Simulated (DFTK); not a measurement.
KF (Carobbiite):

```
CELL_PARAMETERS angstrom
0.00000 2.67185 2.67185
2.67185 0.00000 2.67185
2.67185 2.67185 0.00000
ATOMIC_POSITIONS crystal
K 0.00000 0.00000 0.00000
F 0.50000 0.50000 0.50000
```

Base run:

```yaml
Program: DFTK 0.8.2
Functional: PBE
Potentials_or_basis: dojo.nc.sr.pbe.v0_4_1.standard.upf (PBE)
Cutoff: 1143 eV
k_mesh: 9 × 9 × 9
Occupations: fermi-dirac, width 0.05 eV
Spin: no spin polarisation
```

Its results: band gap on the k mesh 6.20 eV, direct; pressure 1.3 GPa.

Problem. The run is repeated on the same cell with these changes: functional from PBE to PBEsol; potentials or basis from dojo.nc.sr.pbe.v0_4_1.standard.upf (PBE) to dojo.nc.sr.pbesol.v0_4_1.standard.upf (PBEsol). What comes out?

Solution. Band gap on the k mesh 6.06 eV, direct; pressure -0.7 GPa.

Caveats: an odd mesh through Γ misses points on the zone boundary, where band edges often lie.

Not every run made on this cell is shown here.
